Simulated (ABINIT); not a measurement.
Crystal: ZnS.

```
CELL_PARAMETERS angstrom
0.00000 2.70200 2.70200
2.70200 0.00000 2.70200
2.70200 2.70200 0.00000
ATOMIC_POSITIONS crystal
Zn 0.75000 0.75000 0.75000
S 0.00000 0.00000 0.00000
```

Base run:

```yaml
Program: ABINIT 10.8.3 (patched build)
Functional: LDA
Potentials_or_basis: PseudoDojo NC SR LDA v0.4 stringent
Cutoff: 816 eV
k_mesh: 7 × 7 × 7
Occupations: fermi-dirac, width 0.05 eV
Spin: no spin polarisation
```

Its results: band gap on the k mesh 1.85 eV, direct.

Task: The run is repeated on the same cell with these changes: functional from LDA to PBE; potentials or basis from PseudoDojo NC SR LDA v0.4 stringent to PseudoDojo NC SR PBE v0.4.1 standard; cutoff from 816 eV to 1034 eV. What comes out?

Result: Band gap on the k mesh 2.11 eV, direct.

